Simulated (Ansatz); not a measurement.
## Two-dimensional strain map in Rh

The calculation used DFT r2SCAN, scalar-relativistic, plane waves, PAW (Ansatz 0.2.0). Cutoff 500 eV, Γ-centred 24×24×14 k-points, Gaussian smearing of 0.15 eV. No spin polarisation. Energies are free energies at this smearing, counted from the undisturbed cell; pressure is positive in compression.

Reference structure (relaxed at this level; with this scan's settings it stands at 0.1 GPa; this form isn't the usual structure):

```
CELL_PARAMETERS angstrom
2.70364 0.00000 0.00000
-1.35182 2.34142 0.00000
0.00000 0.00000 4.34862
ATOMIC_POSITIONS crystal
Rh 0.66667 0.33333 0.75000
Rh 0.33333 0.66667 0.25000
```

The cell is strained by p along both x and y and by q along z, fractional coordinates fixed. Points are written (p, q).

Energy above the undisturbed cell in meV/atom (a dash: not computed):

| p \ q | -0.080 | -0.040 | 0.000 | 0.040 | 0.080 |
| --- | --- | --- | --- | --- | --- |
| -0.080 | ? | 661.6 | 475.6 | 387.5 | 371.7 |
| -0.040 | 420.1 | 205.9 | 100.6 | 74.1 | 105.0 |
| 0.000 | 166.4 | 38.2 | 0.0 | 26.8 | 98.1 |
| 0.040 | 113.2 | ? | ? | 145.6 | 251.3 |
| 0.080 | ? | 195.7 | 259.6 | 365.1 | 498.0 |

**Question.** Fill in the withheld energies.

**Answer.** (-0.080, -0.080): 977.4; (0.040, -0.040): 57.7; (0.040, 0.000): 75.4; (0.080, -0.080): 190.5.